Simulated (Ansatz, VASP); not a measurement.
## Rb in VASP and in Ansatz

INCAR

```
SYSTEM = Rb
ALGO = Fast
EDIFF = 1E-7
ENCUT = 520
GGA = PS
ISIF = 2
ISMEAR = 0
LASPH = .True.
LCHARG = .True.
LELF = .True.
LREAL = .False.
LVHAR = .True.
LWAVE = .False.
NBANDS = 66
NELM = 100
PREC = Accurate
SIGMA = 0.1
```

File KPOINTS:

```
k-points
0
Gamma
  3 3 3
  0 0 0
```

Contents of POSCAR:

```
Rb
1.0
    5.8003218929      3.3488174063      9.8918814960
   -5.8003218929      3.3488174063      9.8918814960
    0.0000000000     -6.6976348123      9.8918814960
Rb
12
Direct
    0.0101900000      0.6536100000      0.0101900000
    0.0101900000      0.0101900000      0.6536100000
    0.6536100000      0.0101900000      0.0101900000
    0.9898100000      0.3463900000      0.9898100000
    0.3463900000      0.9898100000      0.9898100000
    0.9898100000      0.9898100000      0.3463900000
    0.2211800000      0.6306000000      0.2211800000
    0.2211800000      0.2211800000      0.6306000000
    0.6306000000      0.2211800000      0.2211800000
    0.7788200000      0.3694000000      0.7788200000
    0.3694000000      0.7788200000      0.7788200000
    0.7788200000      0.7788200000      0.3694000000
```

Input for Ansatz:

```yaml
crystal:
  lattice:
    - [5.8003218929, 3.3488174063, 9.891881496]
    - [-5.8003218929, 3.3488174063, 9.891881496]
    - [0.0, -6.6976348123, 9.891881496]
  atoms:
    - { symbol: Rb, position: [0.01019, 0.65361, 0.01019] }
    - { symbol: Rb, position: [0.01019, 0.01019, 0.65361] }
    - { symbol: Rb, position: [0.65361, 0.01019, 0.01019] }
    - { symbol: Rb, position: [0.98981, 0.34639, 0.98981] }
    - { symbol: Rb, position: [0.34639, 0.98981, 0.98981] }
    - { symbol: Rb, position: [0.98981, 0.98981, 0.34639] }
    - { symbol: Rb, position: [0.22118, 0.6306, 0.22118] }
    - { symbol: Rb, position: [0.22118, 0.22118, 0.6306] }
    - { symbol: Rb, position: [0.6306, 0.22118, 0.22118] }
    - { symbol: Rb, position: [0.77882, 0.3694, 0.77882] }
    - { symbol: Rb, position: [0.3694, 0.77882, 0.77882] }
    - { symbol: Rb, position: [0.77882, 0.77882, 0.3694] }
basis:
  ecutwfc: 420
kpoints:
  mp_grid: { grid: [3, 3, 3] }
hamiltonian:
  xc: pbesol
scf:
  occupations: { method: gaussian, width: 0.1 }
  lower_state_search: "off"
output:
  forces: true
  stress: true
  eigenvalues: true
```

Alike in both runs: task single point; functional PBEsol; k mesh 3 × 3 × 3; occupations gaussian, width 0.1 eV; no spin polarisation.

```csv
,VASP,Ansatz
version,VASP 6.6.1,Ansatz 0.2.0
potentials or method,"VASP PAW PBE potentials, release 64 (Rb_sv)","scalar-relativistic, plane waves, PAW"
plane-wave cutoff (eV),520,420
valence electrons in the cell,108,108
```

|  | VASP | Ansatz | Ansatz less VASP |
| --- | --- | --- | --- |
| gap on the k mesh at the Fermi level (eV) | none | none | - |
| pressure (GPa) | 0.7 | 0.7 | 0.00 |
| largest component of the traceless stress (GPa) | 0.07 | 0.07 | 0.000 |
| rms of the force components (eV/Å) | 0.183 | 0.182 | -0.0002 |

Atom by atom the forces differ by 0.000 eV/Å (rms over components). A gap of «none» marks a metal or a gap that the smearing closes.

Caveats: the PAW data sets were made with another functional, which shifts forces and pressure a little (VASP).
